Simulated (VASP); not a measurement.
# AlAu2 (I4/mmm) in VASP: equation of state

Aim: energy against volume of AlAu2 in PBEsol, for its equilibrium volume and stiffness.

Program: VASP 6.6.1. These are calculated values, not measurements. Logs are shortened: lines on timing, memory, paths and dates and some standing lists are left out, and cuts for length are marked.

## 1. The structure

It takes space group I4/mmm (No. 139, tetragonal). Conventional cell: a = 3.343 Å, b = 3.343 Å, c = 8.798 Å, α = 90.00°, β = 90.00°, γ = 90.00°. Around Au (site symmetry 4mm) lie 5 Al at 2.73 to 3.02 Å and 5 Au at 2.75 to 2.88 Å. Al (site symmetry 4/mmm) is surrounded by 10 Au at 2.73 to 3.02 Å.

The cell comes from a database or a generator and needn't be the stable form of this composition.

## 2. Equation of state, PBEsol, 15.40 Å³/atom (volume scaled by 0.94)

File INCAR:

```
SYSTEM = AlAu2
  PREC = Accurate
  ENCUT = 520
  EDIFF = 1E-7
  ISMEAR = -1
  SIGMA = 0.05
  LREAL = .FALSE.
  LASPH = .TRUE.
  NELM = 100
  ALGO = Normal
  ISIF = 2
  LWAVE = .FALSE.
  LCHARG = .FALSE.
  GGA = PS
  NBANDS = 20
```

File KPOINTS:

```
Automatic mesh
0
G
  11 11 11
  0 0 0
```

File POSCAR:

```
AlAu2
1.0
   -1.6373923602      1.6373923602      4.3092729963
    1.6373923602     -1.6373923602      4.3092729963
    1.6373923602      1.6373923602     -4.3092729963
Au Al
2 1
Direct
    0.3437272000      0.3437272000      0.0000000000
    0.6562728000      0.6562728000      0.0000000000
    0.0000000000      0.0000000000      0.0000000000
```

Potentials or basis: VASP PAW PBE potentials, release 64 (Au, Al).

The run is started by

```console
$ cat potpaw_PBE.64/Au/POTCAR potpaw_PBE.64/Al/POTCAR > POTCAR
$ mpirun -np 1 vasp_std > vasp.out
```

OUTCAR:

```text
SYSTEM = AlAu2
   PREC = Accurate
   ENCUT = 520
   EDIFF = 1E-7
   ISMEAR = -1
   LREAL = .FALSE.
   LASPH = .TRUE.
   NELM = 100
   ISIF = 2
   GGA = PS

 Found    126 irreducible k-points:

 Following reciprocal coordinates:
            Coordinates               Weight
  0.000000  0.000000  0.000000      1.000000
  0.090909 -0.000000  0.000000      8.000000
  0.181818 -0.000000  0.000000      8.000000
  0.272727  0.000000  0.000000      8.000000
  0.363636 -0.000000  0.000000      8.000000
  0.454545 -0.000000  0.000000      8.000000
   k-points           NKPTS =    126   k-points in BZ     NKDIM =    126   number of bands    NBANDS=     20
   number of dos      NEDOS =    301   number of ions     NIONS =      3
   total plane-waves  NPLWV =  46656
   dimension x,y,z NGX =    36 NGY =   36 NGZ =   36
   dimension x,y,z NGXF=    72 NGYF=   72 NGZF=   72
   ions per type =               2   1
   NGX,Y,Z   is equivalent  to a cutoff of  12.23, 12.23, 12.23 a.u.
   NGXF,Y,Z  is equivalent  to a cutoff of  24.47, 24.47, 24.47 a.u.
 SYSTEM =  AlAu2
   PREC   = accura    normal or accurate (medium, high low for compatibility)
   ISTART =      0    job   : 0-new  1-cont  2-samecut
   ICHARG =      2    charge: 1-file 2-atom 10-const
   ISPIN  =      1    spin polarized calculation?
   LNONCOLLINEAR =      F non collinear calculations
   LSORBIT =      F    spin-orbit coupling
   LASPH  =      T    aspherical Exc in radial PAW
   ENCUT  =  520.0 eV  38.22 Ry    6.18 a.u.   9.10  9.10  9.10*2*pi/ulx,y,z
   NELM   =    100;   NELMIN=  2; NELMDL= -5     # of ELM steps
   EDIFF  = 0.1E-06   stopping-criterion for ELM
   LREAL  =      F    real-space projection
   EDIFFG = 0.1E-05   stopping-criterion for IOM
   NSW    =      0    number of steps for IOM
   IBRION =     -1    ionic relax: 0-MD 1-quasi-New 2-CG
   NFREE  =      0    steps in history (QN), initial steepest desc. (CG)
   ISIF   =      2    stress and relaxation
   ISYM   =      2    0-nonsym 1-usesym 2-fastsym
   POTIM  = 0.5000    time-step for ionic-motion
   TEBEG  =    0.0;   TEEND  =   0.0 temperature during run
   PSTRESS=    0.0 pullay stress
   NELECT =      25.0000    total number of electrons
   NUPDOWN=      -1.0000    fix difference up-down
   EMIN   =  10.00;   EMAX   =-10.00  energy-range for DOS
   EFERMI =   0.00;   METHOD = LEGACY
   ISMEAR =    -1;   SIGMA  =   0.05  broadening in eV -4-tet -1-fermi 0-gaus
   EFERMI_NEDOS =   21; number of points for ismear=-14 and -15
   IALGO  =     38    algorithm
   IMIX   =      4    mixing-type and parameters
     AMIX     =   0.40;   BMIX     =  1.00
     AMIX_MAG =   1.60;   BMIX_MAG =  1.00
  volume/ion in A,a.u.               =      15.40       103.95
  Fermi-wavevector in a.u.,A,eV,Ry     =   1.333926  2.520754 24.209635  1.779358
  Thomas-Fermi vector in A             =   2.462747
   LORBIT       =      0    0 simple, 1 ext, 2 COOP (PROOUT), +10 PAW based schemes
   GGA     = PS    functional components
   LHFCALC =     F    Hartree Fock is set to
   AEXX    =    0.0000 exact exchange contribution
   IVDW    =     0    specifies the selected vdW correction
   LEPSILON=     F    determine dielectric tensor
   LRPA    =     F    only Hartree local field effects (RPA)
 non-spin polarized calculation
  energy-cutoff  :      520.00
  volume of cell :       46.21
 maximum number of plane-waves:      1268
   NGX = 19   NGY = 19   NGZ = 19

 number of electron      24.9999999 magnetization

 Free energy of the ion-electron system (eV)
  ---------------------------------------------------
  ext. energy  EPLUGINS =         0.00000000
  ---------------------------------------------------
  free energy    TOTEN  =       -12.96295518 eV

  energy without entropy =      -12.95842469  energy(sigma->0) =      -12.96068994

 E-fermi :  10.5760     XC(G=0): -12.5073

 val. band max:       10.5614369813   @ k =  -0.4545  -0.4545   0.1818
 cond. band min:      10.6322651371   @ k =  -0.3636   0.2727  -0.0000
 fundamental gap:      0.0708281558
 Fermi energy:        10.5759776338

 k-point     1 :       0.0000    0.0000    0.0000
  band No.  band energies     occupation
      1      -0.9977      2.00000
      2       3.3612      2.00000
      3       3.8039      2.00000
      4       4.8084      2.00000
      5       5.1544      2.00000
      6       5.2230      2.00000
[... 12 lines left out ...]
     19      18.0695      0.00000
     20      19.9469      0.00000

 k-point     2 :       0.0909   -0.0000    0.0000
  band No.  band energies     occupation
      1      -0.8416      2.00000
      2       3.4136      2.00000
      3       3.8465      2.00000
      4       4.6603      2.00000
      5       4.9529      2.00000
      6       4.9933      2.00000
[... 12 lines left out ...]
     19      19.5275      0.00000
     20      21.1132      0.00000

 k-point     3 :       0.1818   -0.0000    0.0000
  band No.  band energies     occupation
      1      -0.3846      2.00000
      2       3.4607      2.00000
      3       3.9766      2.00000
      4       4.2004      2.00000
      5       4.6462      2.00000
      6       5.0678      2.00000
[... 12 lines left out ...]
     19      21.5287      0.00000
     20      22.3483      0.00000

 k-point     4 :       0.2727    0.0000    0.0000
  band No.  band energies     occupation
      1       0.3334      2.00000
      2       3.2657      2.00000
      3       3.7776      2.00000
      4       4.3080      2.00000
      5       4.4281      2.00000
      6       4.9826      2.00000
[... 12 lines left out ...]
     19      22.3047      0.00000
     20      23.1180      0.00000

 k-point     5 :       0.3636   -0.0000    0.0000
  band No.  band energies     occupation
      1       1.2192      2.00000
      2       2.8907      2.00000
      3       3.7432      2.00000
      4       4.3206      2.00000
      5       4.3220      2.00000
      6       4.7220      2.00000
[... 12 lines left out ...]
     19      21.3902      0.00000
     20      22.7287      0.00000

 k-point     6 :       0.4545   -0.0000    0.0000
  band No.  band energies     occupation
      1       2.0526      2.00000
      2       2.5722      2.00000
      3       3.7743      2.00000
      4       4.1283      2.00000
      5       4.3175      2.00000
      6       4.5240      2.00000
[... 12 lines left out ...]
     19      19.7178      0.00000
     20      22.1636      0.00000

 [... further k-points ...]

------------------------ aborting loop because EDIFF is reached ----------------------------------------

  FORCE on cell =-STRESS in cart. coord.  units (eV):
  Direction    XX          YY          ZZ          XY          YZ          ZX
  --------------------------------------------------------------------------------------
  -------------------------------------------------------------------------------------
  Total        2.1345733      2.1345733      2.6275805      0.0000000      0.0000000     -0.0000000
  in kB       74.0034783     74.0034783     91.0955370      0.0000000      0.0000000     -0.0000000
  external PRESSURE =      79.7008312 kB  Pullay stress =       0.0000000 kB

 VOLUME and BASIS-vectors are now :
 -----------------------------------------------------------------------------
  energy-cutoff  :      520.00
  volume of cell :       46.21
      direct lattice vectors                 reciprocal lattice vectors
    -1.637392360  1.637392360  4.309272996     0.000000000  0.305363584  0.116028852
     1.637392360 -1.637392360  4.309272996     0.305363584  0.000000000  0.116028852
     1.637392360  1.637392360 -4.309272996     0.305363584  0.305363584  0.000000000

 POSITION                                       TOTAL-FORCE (eV/Angst)
 -----------------------------------------------------------------------------------
      0.00000      0.00000      2.96243         0.000000      0.000000     -0.166091
      0.00000      0.00000      5.65612        -0.000000     -0.000000      0.166091
      0.00000      0.00000      0.00000         0.000000      0.000000     -0.000000
 -----------------------------------------------------------------------------------
    total drift:                                0.000000      0.000000      0.000000

  FREE ENERGIE OF THE ION-ELECTRON SYSTEM (eV)
  ---------------------------------------------------
  free  energy   TOTEN  =       -12.9629551842 eV

  energy  without entropy=      -12.9584246890  energy(sigma->0) =      -12.96068994
```

Wall time 50 s (1 thread of Intel Xeon 6975P-C (Granite Rapids), shared host); peak memory 0.27 GiB.

Results:

| Item | Value |
| --- | --- |
| Free energy | -12.9630 eV |
| Pressure | 8.0 GPa |
| Largest force | 0.166 eV/Å |
| Band gap on the k mesh | none (metal or under the smearing width) |

Caveat: the PAW data sets were made with another functional, which shifts forces and pressure a little.

## 3. Equation of state, PBEsol, 15.73 Å³/atom (volume scaled by 0.96)

INCAR is that of step 2.

KPOINTS is that of step 2.

File POSCAR:

```
AlAu2
1.0
   -1.6489236723      1.6489236723      4.3396209891
    1.6489236723     -1.6489236723      4.3396209891
    1.6489236723      1.6489236723     -4.3396209891
Au Al
2 1
Direct
    0.3437272000      0.3437272000      0.0000000000
    0.6562728000      0.6562728000      0.0000000000
    0.0000000000      0.0000000000      0.0000000000
```

Potentials or basis: VASP PAW PBE potentials, release 64 (Au, Al).

The run is started by

```console
$ cat potpaw_PBE.64/Au/POTCAR potpaw_PBE.64/Al/POTCAR > POTCAR
$ mpirun -np 1 vasp_std > vasp.out
```

Wall time 83 s (1 thread of Intel Xeon 6975P-C (Granite Rapids), shared host); peak memory 0.3 GiB.

It converged, with:

| Quantity | Value |
| --- | --- |
| Free energy | -13.0000 eV |
| Pressure | 4.0 GPa |
| Largest force | 0.127 eV/Å |
| Band gap on the k mesh | none (metal or under the smearing width) |

Caveat: the PAW data sets were made with another functional, which shifts forces and pressure a little.

## 4. Equation of state, PBEsol, 16.06 Å³/atom (volume scaled by 0.98)

INCAR is that of step 3.

KPOINTS is that of step 3.

File POSCAR:

```
AlAu2
1.0
   -1.6602959190      1.6602959190      4.3695503555
    1.6602959190     -1.6602959190      4.3695503555
    1.6602959190      1.6602959190     -4.3695503555
Au Al
2 1
Direct
    0.3437272000      0.3437272000      0.0000000000
    0.6562728000      0.6562728000      0.0000000000
    0.0000000000      0.0000000000      0.0000000000
```

The run is started by

```console
$ cat potpaw_PBE.64/Au/POTCAR potpaw_PBE.64/Al/POTCAR > POTCAR
$ mpirun -np 1 vasp_std > vasp.out
```

Wall time 80 s (1 thread of Intel Xeon 6975P-C (Granite Rapids), shared host); peak memory 0.3 GiB.

It converged, with:

- Free energy: -13.0142 eV
- Pressure: 0.5 GPa
- Largest force: 0.090 eV/Å
- Band gap on the k mesh: none (metal or under the smearing width)

Caveat: the PAW data sets were made with another functional, which shifts forces and pressure a little.

## 5. Equation of state, PBEsol, 16.72 Å³/atom (volume scaled by 1.02)

INCAR is that of step 4.

KPOINTS is that of step 4.

File POSCAR:

```
AlAu2
1.0
   -1.6825844299      1.6825844299      4.4282090376
    1.6825844299     -1.6825844299      4.4282090376
    1.6825844299      1.6825844299     -4.4282090376
Au Al
2 1
Direct
    0.3437272000      0.3437272000      0.0000000000
    0.6562728000      0.6562728000      0.0000000000
    0.0000000000      0.0000000000      0.0000000000
```

The run is started by

```console
$ cat potpaw_PBE.64/Au/POTCAR potpaw_PBE.64/Al/POTCAR > POTCAR
$ mpirun -np 1 vasp_std > vasp.out
```

Run time: 74 s. Hardware: 1 thread of Intel Xeon 6975P-C (Granite Rapids), shared host; peak memory 0.31 GiB.

It converged, with:

```
Free energy            : -12.9851 eV
Pressure               : -5.2 GPa
Largest force          : 0.025 eV/Å
Band gap on the k mesh : none (metal or under the smearing width)
```

Caveat: the PAW data sets were made with another functional, which shifts forces and pressure a little.

## 6. Equation of state, PBEsol, 17.04 Å³/atom (volume scaled by 1.04)

INCAR is that of step 5.

KPOINTS is that of step 5.

File POSCAR:

```
AlAu2
1.0
   -1.6935106090      1.6935106090      4.4569644475
    1.6935106090     -1.6935106090      4.4569644475
    1.6935106090      1.6935106090     -4.4569644475
Au Al
2 1
Direct
    0.3437272000      0.3437272000      0.0000000000
    0.6562728000      0.6562728000      0.0000000000
    0.0000000000      0.0000000000      0.0000000000
```

Potentials or basis: VASP PAW PBE potentials, release 64 (Au, Al).

The run is started by

```console
$ cat potpaw_PBE.64/Au/POTCAR potpaw_PBE.64/Al/POTCAR > POTCAR
$ mpirun -np 1 vasp_std > vasp.out
```

Run time: 72 s. Hardware: 1 thread of Intel Xeon 6975P-C (Granite Rapids), shared host; peak memory 0.31 GiB.

It converged, with:

- Free energy: -12.9464 eV
- Pressure: -7.5 GPa
- Largest force: 0.004 eV/Å
- Band gap on the k mesh: none (metal or under the smearing width)

Caveat: the PAW data sets were made with another functional, which shifts forces and pressure a little.

## 7. Equation of state, PBEsol, 17.37 Å³/atom (volume scaled by 1.06)

INCAR is that of step 6.

KPOINTS is that of step 6.

File POSCAR:

```
AlAu2
1.0
   -1.7042975916      1.7042975916      4.4853535215
    1.7042975916     -1.7042975916      4.4853535215
    1.7042975916      1.7042975916     -4.4853535215
Au Al
2 1
Direct
    0.3437272000      0.3437272000      0.0000000000
    0.6562728000      0.6562728000      0.0000000000
    0.0000000000      0.0000000000      0.0000000000
```

The run is started by

```console
$ cat potpaw_PBE.64/Au/POTCAR potpaw_PBE.64/Al/POTCAR > POTCAR
$ mpirun -np 1 vasp_std > vasp.out
```

It took 70 s on 1 thread of Intel Xeon 6975P-C (Granite Rapids), shared host; peak memory 0.32 GiB.

The run converged. Its results:

```
Free energy            : -12.8943 eV
Pressure               : -9.6 GPa
Largest force          : 0.030 eV/Å
Band gap on the k mesh : none (metal or under the smearing width)
```

Caveat: the PAW data sets were made with another functional, which shifts forces and pressure a little.

## 8. Equation of state, PBEsol

Potentials or basis: VASP PAW PBE potentials, release 64 (Au, Al).

No new run: the results of the series are fitted here.

What came out:

| Item | Value |
| --- | --- |
| Equilibrium volume | 16.12 Å³/atom |
| Bulk modulus at fixed shape and positions | 156 GPa |
| Pressure derivative of the bulk modulus | 5.5 |

Energy against volume, from the lowest point:
```
volume (Å³/atom)  energy (meV/atom)
          15.405              17.09
          15.732               4.74
          16.060               0.00
          16.388               1.94
          16.716               9.72
          17.043              22.61
          17.371              39.98
```

Caveat: the cell was scaled at fixed shape and fractional positions, which overstates the stiffness of a crystal with free parameters, most of all of layers and chains; the PAW data sets were made with another functional, which shifts forces and pressure a little. The run has no spin-orbit coupling, so splittings on Au are missing.
